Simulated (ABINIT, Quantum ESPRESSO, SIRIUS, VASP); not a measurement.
TePt: 4 runs at one level of theory

```xyz
2
Lattice="0.0000 3.2450 3.2450 3.2450 0.0000 3.2450 3.2450 3.2450 0.0000" Properties=species:S:1:pos:R:3 pbc="T T T"
Pt    0.0000    0.0000    0.0000
Te    1.6225    1.6225    1.6225
```

Measurements of this composition are mostly on another form, of space group No. 166.

Alike in all runs: task single point; functional PBE; k mesh 7 × 7 × 7; occupations fermi-dirac, width 0.05 eV; no spin polarisation; no spin-orbit coupling. Pressure is positive in compression and, in plane waves, holds the error of the finite cutoff.

| program and potentials | plane-wave cutoff (eV) | notes | pressure (GPa) |
| --- | --- | --- | --- |
| Quantum ESPRESSO, SSSP 1.3 efficiency PBE | 748 | 11 valence electrons an atom on average | -10.07 |
| VASP, PBE PAW files Pt, Te, 520 eV | 520 | 8 valence electrons an atom on average | -10.61 |
| ABINIT, JTH PAW PBE v2.0 | 435 | 8 valence electrons an atom on average | -9.95 |
| SIRIUS, PseudoDojo 0.4.1 PBE standard (scalar relativistic) | 1152 | 17 valence electrons an atom on average | -10.34 |

The pressure spans -10.61 (VASP, PBE PAW files Pt, Te, 520 eV) to -9.95 GPa (ABINIT, JTH PAW PBE v2.0). The cell lies far from this level's equilibrium.

Differences between rows come from potentials, basis sets and numerical settings, since the functional is the same but for its coding. Runs on potential files found faulty are left out.
